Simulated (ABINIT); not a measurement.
Runs of ABINIT 10.8.3 (patched build) on Au. Symmetry: Fm-3m, No. 225, cubic system. The conventional cell has a = 4.070 Å, b = 4.070 Å, c = 4.070 Å, α = 90.00°, β = 90.00°, γ = 90.00°. Au (site symmetry m-3m) is surrounded by 12 Au at 2.88 Å. 

| task | level | potentials or basis | cell | k mesh | cutoff (eV) | fine-grid cutoff | cell freedom (optcell) | optimiser (ionmov) | cutoff smearing ecutsm (Ha) | force stop (Ha/bohr) | mesh quality | gap on the mesh (eV) | pressure (GPa) |
| --- | --- | --- | --- | --- | --- | --- | --- | --- | --- | --- | --- | --- | --- |
| band structure | LDA | JTH PAW LDA v2.0 | as given | 11 × 11 × 11 | 680 | 1278.94 eV | - | - | - | - | not flagged | none | -2.9 |
| relaxation of cell and atoms | PBEsol | PseudoDojo NC SR PBEsol v0.4.1 standard | relaxed | 8 × 8 × 8 | 871 | - | 2 | 22 | 0.5 | 2e-05 | not flagged | none | 0.0 |
| single point | PBEsol | JTH PAW PBE v2.0 | as given | 7 × 7 × 7 | 680 | 1278.94 eV | - | - | - | - | coarse | none | (a) |
| band structure | rPW86PBE | PseudoDojo NC SR PBE v0.4.1 standard | as given | 11 × 11 × 11 | 1034 | - | - | - | - | - | not flagged | none | 21.8 |
| band structure | LDA-VWN | PseudoDojo NC SR LDA v0.4.1 standard | as given | 11 × 11 × 11 | 871 | - | - | - | - | - | not flagged | none | - |

Alike in all rows: no spin polarisation; smearing fermi-dirac 0.05 eV.

Q: Fill in the values left out.

A: (a) 2.1.

Caveats: some runs use coarse meshes; the PAW data sets were made with another functional, which shifts forces and pressure a little (some runs); so large a pressure means that the cell lies far from this level's equilibrium, or that cutoff or potentials fall short (some runs); the potentials were made for another functional, which shifts forces and pressure (some runs).

A k mesh can miss the band edges, and the runs leave out spin-orbit coupling on Au.

A gap of «none» marks a metal or a gap under the smearing width.

Not every run made on this cell is shown here.
